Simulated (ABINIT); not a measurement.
# HfO2 (Fm-3m) in ABINIT: single point with PBE

Aim: the single point of HfO2 with PBE.

Everything below comes from runs of ABINIT 10.8.3 (patched build). Logs are shortened: lines on timing, memory, paths and dates and some standing lists are left out, and cuts for length are marked. The log counts tension as positive stress, the text compression.

## 1. The undisturbed crystal

Symmetry: Fm-3m, No. 225, cubic system. The conventional cell has a = 5.115 Å, b = 5.115 Å, c = 5.115 Å, α = 90.00°, β = 90.00°, γ = 90.00°. Around Hf (site symmetry m-3m) lie 8 O at 2.21 Å. O (site symmetry -43m) is surrounded by 4 Hf at 2.21 Å.

Measurements of this composition are mostly on another form, of space group No. 14.

## 2. Single point, PBE (cell relaxed)

run.abi reads:

```
# Pseudopotentials
pp_dirpath "./"
pseudos "Hf.upf, O.upf"

# Structure
acell 3*1.0
rprim
     0.0000000000     4.8006746467     4.8006746467
     4.8006746467     0.0000000000     4.8006746467
     4.8006746467     4.8006746467     0.0000000000
ntypat 2
znucl 72 8
natom 3
typat 1 2 2
xcart
     0.0000000000     0.0000000000     0.0000000000
     3.8106114300     3.8106114300     3.8106114300
     1.2702038100     1.2702038100     1.2702038100 Angstrom
chkprim 0
chksymtnons 0
tolsym 1.0e-6

# Plane-wave basis
ecut 42.0

# k points
kptopt 1
ngkpt 7 7 7
nshiftk 1
shiftk 0.0 0.0 0.0

# Exchange and correlation
ixc 11

# Bands and occupations
nband 16
occopt 3
tsmear 0.05 eV

# SCF cycle
nstep 100
tolvrs 1.0e-10

# Output
iomode 3
prtwf 0
prtden 0
prteig 0
prtebands 0
```

Potentials or basis: PseudoDojo NC SR PBE v0.4.1 standard.

On the command line:

```bash
> mpirun --bind-to none -np 4 abinit run.abi > log 2>&1
```

run.abo:

```text
.Version 10.8.3 of ABINIT
 Symmetries : space group Fm -3 m (#225); Bravais cF (face-center cubic)
================================================================================
 Values of the parameters that define the memory need of the present run
     intxc =       0    ionmov =       0      iscf =       7    lmnmax =       8
     lnmax =       8     mgfft =      40  mpssoang =       4    mqgrid =    3001
     natom =       3  nloc_mem =       1    nspden =       1   nspinor =       1
    nsppol =       1      nsym =      48    n1xccc =    2501    ntypat =       2
    occopt =       3   xclevel =       2
       mpw =        2898          nfft =       64000          nkpt =          20
================================================================================
================================================================================

--------------------------------------------------------------------------------
------------- Echo of variables that govern the present computation ------------
--------------------------------------------------------------------------------
 -outvars: echo values of preprocessed input variables --------
            acell      1.0000000000E+00  1.0000000000E+00  1.0000000000E+00 Bohr
              amu      1.78490000E+02  1.59994000E+01
          chkprim           0
      chksymtnons           0
             ecut      4.20000000E+01 Hartree
              ixc          11
         kptrlatt        7    0    0      0    7    0      0    0    7
          kptrlen      4.75242544E+01
            natom           3
            nband          16
            ngfft          40      40      40
             nkpt          20
            nstep         100
             nsym          48
           ntypat           2
           occopt           3
           prtden           0
        prtebands           0
           prteig           0
            prtwf           0
            rprim      0.0000000000E+00  4.8006746467E+00  4.8006746467E+00
                       4.8006746467E+00  0.0000000000E+00  4.8006746467E+00
                       4.8006746467E+00  4.8006746467E+00  0.0000000000E+00
          spgroup         225
           tolsym      1.00000000E-06
           tolvrs      1.00000000E-10
           tsmear      1.83746611E-03 Hartree
            typat      1  2  2
           xangst      0.0000000000E+00  0.0000000000E+00  0.0000000000E+00
                       3.8106114274E+00  3.8106114274E+00  3.8106114274E+00
                       1.2702038091E+00  1.2702038091E+00  1.2702038091E+00
            xcart      0.0000000000E+00  0.0000000000E+00  0.0000000000E+00
                       7.2010119701E+00  7.2010119701E+00  7.2010119701E+00
                       2.4003373234E+00  2.4003373234E+00  2.4003373234E+00
             xred      0.0000000000E+00  0.0000000000E+00  0.0000000000E+00
                       7.5000000000E-01  7.5000000000E-01  7.5000000000E-01
                       2.5000000000E-01  2.5000000000E-01  2.5000000000E-01
            znucl       72.00000    8.00000

================================================================================

 chkinp: Checking input parameters for consistency.

================================================================================
== DATASET  1 ==================================================================

--- !DatasetInfo
iteration_state: {dtset: 1, }
dimensions: {natom: 3, nkpt: 20, mband: 16, nsppol: 1, nspinor: 1, nspden: 1, mpw: 2898, }
cutoff_energies: {ecut:  42.0, pawecutdg:  -1.0, }
electrons: {nelect:   2.40000000E+01, charge:   0.00000000E+00, occopt:   3.00000000E+00, tsmear:   1.83746611E-03, }
meta: {optdriver: 0, ionmov: 0, optcell: 0, iscf: 7, paral_kgb: 0, }
...

 Exchange-correlation functional for the present dataset will be:
  GGA: Perdew-Burke-Ernzerhof functional - ixc=11
  J.P.Perdew, K.Burke, M.Ernzerhof, PRL 77, 3865 (1996)

 Real(R)+Recip(G) space primitive vectors, cartesian coordinates (Bohr,Bohr^-1):
 R(1)=  0.0000000  4.8006746  4.8006746  G(1)= -0.1041520  0.1041520  0.1041520
 R(2)=  4.8006746  0.0000000  4.8006746  G(2)=  0.1041520 -0.1041520  0.1041520
 R(3)=  4.8006746  4.8006746  0.0000000  G(3)=  0.1041520  0.1041520 -0.1041520
 Unit cell volume ucvol=  2.2127728E+02 bohr^3
 Angles (23,13,12)=  6.00000000E+01  6.00000000E+01  6.00000000E+01 degrees

 getcut: wavevector=  0.0000  0.0000  0.0000  ngfft=  40  40  40
         ecut(hartree)=     42.000   => boxcut(ratio)=   2.01954

--- Pseudopotential description ------------------------------------------------
- pspini: atom type   1  psp file is ./Hf.upf
12 -101130 3 -1 1656                          pspcod,pspxc,lmax,lloc,mmax
     nproj     2     2     2     2

- pspini: atom type   2  psp file is ./O.upf
12 -101130 2 -1 936                           pspcod,pspxc,lmax,lloc,mmax
     nproj     2     2     1     0

   8.24044876E+02                                ecore*ucvol(ha*bohr**3)
--------------------------------------------------------------------------------

================================================================================

--- !BeginCycle
iteration_state: {dtset: 1, }
solver: {iscf: 7, nstep: 100, nline: 4, wfoptalg: 0, }
tolerances: {tolvrs: 1.00E-10, }
...

     iter   Etot(hartree)      deltaE(h)  residm     vres2
 ETOT  1  -89.387346019864    -8.939E+01 1.185E-01 1.301E+03
 ETOT  2  -89.154208595280     2.331E-01 3.163E-02 2.179E+03
 ETOT  3  -89.698447793838    -5.442E-01 1.089E-02 3.356E+01
 ETOT  4  -89.704880744831    -6.433E-03 7.639E-03 2.374E+00
 ETOT  5  -89.705253185166    -3.724E-04 1.265E-03 1.279E-01
 ETOT  6  -89.705285088394    -3.190E-05 3.062E-03 2.272E-03
 ETOT  7  -89.705285596393    -5.080E-07 6.845E-04 6.725E-06
 ETOT  8  -89.705285597397    -1.004E-09 1.105E-03 6.595E-07
 ETOT  9  -89.705285597481    -8.365E-11 3.978E-04 5.068E-08
 ETOT 10  -89.705285597486    -5.031E-12 6.165E-04 2.547E-09
 ETOT 11  -89.705285597487    -1.052E-12 2.128E-04 3.519E-11

 At SCF step   11       vres2   =  3.52E-11 < tolvrs=  1.00E-10 =>converged.

 Cartesian components of stress tensor (hartree/bohr^3)
  sigma(1 1)=  1.47973709E-06  sigma(3 2)=  0.00000000E+00
  sigma(2 2)=  1.47973709E-06  sigma(3 1)=  0.00000000E+00
  sigma(3 3)=  1.47973709E-06  sigma(2 1)=  0.00000000E+00

--- !ResultsGS
iteration_state: {dtset: 1, }
comment   : Summary of ground state results
lattice_vectors:
- [  0.0000000,   4.8006746,   4.8006746, ]
- [  4.8006746,   0.0000000,   4.8006746, ]
- [  4.8006746,   4.8006746,   0.0000000, ]
lattice_lengths: [   6.78918,    6.78918,    6.78918, ]
lattice_angles: [ 60.000,  60.000,  60.000, ] # degrees, (23, 13, 12)
lattice_volume:   2.2127728E+02
convergence: {deltae: -1.052E-12, res2:  3.519E-11, residm:  2.128E-04, diffor: null, }
etotal    :  -8.97052856E+01
entropy   :   0.00000000E+00
fermie    :   3.89225450E-01
cartesian_stress_tensor: # hartree/bohr^3
- [  1.47973709E-06,   0.00000000E+00,   0.00000000E+00, ]
- [  0.00000000E+00,   1.47973709E-06,   0.00000000E+00, ]
- [  0.00000000E+00,   0.00000000E+00,   1.47973709E-06, ]
pressure_GPa:  -4.3535E-02
xred      :
- [  0.0000E+00,   0.0000E+00,   0.0000E+00, Hf]
- [  7.5000E-01,   7.5000E-01,   7.5000E-01,  O]
- [  2.5000E-01,   2.5000E-01,   2.5000E-01,  O]
cartesian_forces: # hartree/bohr
- [  1.16851859E-30,   1.16851859E-30,  -1.16851859E-30, ]
- [ -3.03814832E-29,   1.51907416E-29,  -4.67407434E-30, ]
- [  2.92129646E-29,  -1.63592602E-29,   5.84259293E-30, ]
force_length_stats: {min:   2.02393356E-30, max:   3.42876089E-29, mean:   2.34330555E-29, }
...

 Integrated electronic density in atomic spheres:
 ------------------------------------------------
 Atom  Sphere_radius  Integrated_density
    1        2.00000          8.26853338
    2        2.00000          6.34705627
    3        2.00000          6.34705627
================================================================================

 ----iterations are completed or convergence reached----

 Mean square residual over all n,k,spin=   17.927E-07; max=  21.281E-05
 reduced coordinates (array xred) for    3 atoms
       0.000000000000      0.000000000000      0.000000000000
       0.750000000000      0.750000000000      0.750000000000
       0.250000000000      0.250000000000      0.250000000000
 rms dE/dt=  8.9051E-29; max dE/dt=  1.6829E-28; dE/dt below (all hartree)
    1       0.000000000000      0.000000000000      0.000000000000
    2      -0.000000000000      0.000000000000      0.000000000000
    3       0.000000000000     -0.000000000000     -0.000000000000

 cartesian coordinates (angstrom) at end:
    1      0.00000000000000     0.00000000000000     0.00000000000000
    2      3.81061142740502     3.81061142740502     3.81061142740502
    3      1.27020380913501     1.27020380913501     1.27020380913501

 cartesian forces (hartree/bohr) at end:
    1      0.00000000000000     0.00000000000000    -0.00000000000000
    2     -0.00000000000000     0.00000000000000    -0.00000000000000
    3      0.00000000000000    -0.00000000000000     0.00000000000000
 frms,max,avg= 1.6106917E-29 3.0381483E-29   0.000E+00  0.000E+00  0.000E+00 h/b

 cartesian forces (eV/Angstrom) at end:
    1      0.00000000000000     0.00000000000000    -0.00000000000000
    2     -0.00000000000000     0.00000000000000    -0.00000000000000
    3      0.00000000000000    -0.00000000000000     0.00000000000000
 frms,max,avg= 8.2825098E-28 1.5622787E-27   0.000E+00  0.000E+00  0.000E+00 e/A
 length scales=  1.000000000000  1.000000000000  1.000000000000 bohr
              =  0.529177210544  0.529177210544  0.529177210544 angstroms
 Fermi (or HOMO) energy (hartree) =   0.38923   Average Vxc (hartree)=  -0.44547
 Eigenvalues (hartree) for nkpt=  20  k points:
 kpt#   1, nband= 16, wtk=  0.00292, kpt=  0.0000  0.0000  0.0000 (reduced coord)
  -1.95210   -0.79346   -0.79346   -0.79346   -0.38879   -0.27749    0.10097    0.10097
   0.10097    0.27335    0.27335    0.27335    0.43982    0.43982    0.50934    0.67645
      occupation numbers for kpt#   1
   2.00000    2.00000    2.00000    2.00000    2.00000    2.00000    2.00000    2.00000
   2.00000    2.00000    2.00000    2.00000    0.00000    0.00000    0.00000    0.00000
 prteigrs : prtvol=0 or 1, do not print more k-points.

--- !EnergyTerms
iteration_state     : {dtset: 1, }
comment             : Components of total free energy in Hartree
kinetic             :  3.66975656849389E+01
hartree             :  1.38960200983761E+01
xc                  : -2.27194991787731E+01
Ewald energy        : -6.76857228795498E+01
psp_core            :  3.72403750773517E+00
local_psp           : -5.11584347045078E+01
non_local_psp       : -2.45925212570633E+00
internal            : -8.97052855974868E+01
'-kT*entropy'       : -8.64699190954027E-16
total_energy        : -8.97052855974868E+01
total_energy_eV     : -2.44100517469925E+03
band_energy         : -7.73648674443659E+00
...

 Cartesian components of stress tensor (hartree/bohr^3)
  sigma(1 1)=  1.47973709E-06  sigma(3 2)=  0.00000000E+00
  sigma(2 2)=  1.47973709E-06  sigma(3 1)=  0.00000000E+00
  sigma(3 3)=  1.47973709E-06  sigma(2 1)=  0.00000000E+00

-Cartesian components of stress tensor (GPa)         [Pressure= -4.3535E-02 GPa]
- sigma(1 1)=  4.35353682E-02  sigma(3 2)=  0.00000000E+00
- sigma(2 2)=  4.35353682E-02  sigma(3 1)=  0.00000000E+00
- sigma(3 3)=  4.35353682E-02  sigma(2 1)=  0.00000000E+00

== END DATASET(S) ==============================================================
================================================================================

 -outvars: echo values of variables after computation  --------
            acell      1.0000000000E+00  1.0000000000E+00  1.0000000000E+00 Bohr
           etotal     -8.9705285597E+01
            fcart      1.1685185856E-30  1.1685185856E-30 -1.1685185856E-30
                      -3.0381483226E-29  1.5190741613E-29 -4.6740743425E-30
                       2.9212964641E-29 -1.6359260199E-29  5.8425929282E-30
            rprim      0.0000000000E+00  4.8006746467E+00  4.8006746467E+00
                       4.8006746467E+00  0.0000000000E+00  4.8006746467E+00
                       4.8006746467E+00  4.8006746467E+00  0.0000000000E+00
           strten      1.4797370879E-06  1.4797370879E-06  1.4797370879E-06
                       0.0000000000E+00  0.0000000000E+00  0.0000000000E+00
           xangst      0.0000000000E+00  0.0000000000E+00  0.0000000000E+00
                       3.8106114274E+00  3.8106114274E+00  3.8106114274E+00
                       1.2702038091E+00  1.2702038091E+00  1.2702038091E+00
             xred      0.0000000000E+00  0.0000000000E+00  0.0000000000E+00
                       7.5000000000E-01  7.5000000000E-01  7.5000000000E-01
                       2.5000000000E-01  2.5000000000E-01  2.5000000000E-01
 Calculation completed.
```

Run time: 9.7 s. Hardware: 4 MPI ranks of Intel Xeon Platinum 8559C (Emerald Rapids), shared host; peak memory 0.28 GiB.

Results:

```
Free energy                                           : -2441.0052 eV
Pressure                                              : 0.0 GPa
Band gap on the k mesh                                : 4.01 eV, indirect (least direct gap 4.17 eV)
Valence electrons inside the program's atomic spheres : Hf 8.27; O 6.35
```

Caveat: spin-orbit coupling is left out, which moves the levels of the heavy elements; an odd mesh through Γ misses points on the zone boundary, where band edges often lie.
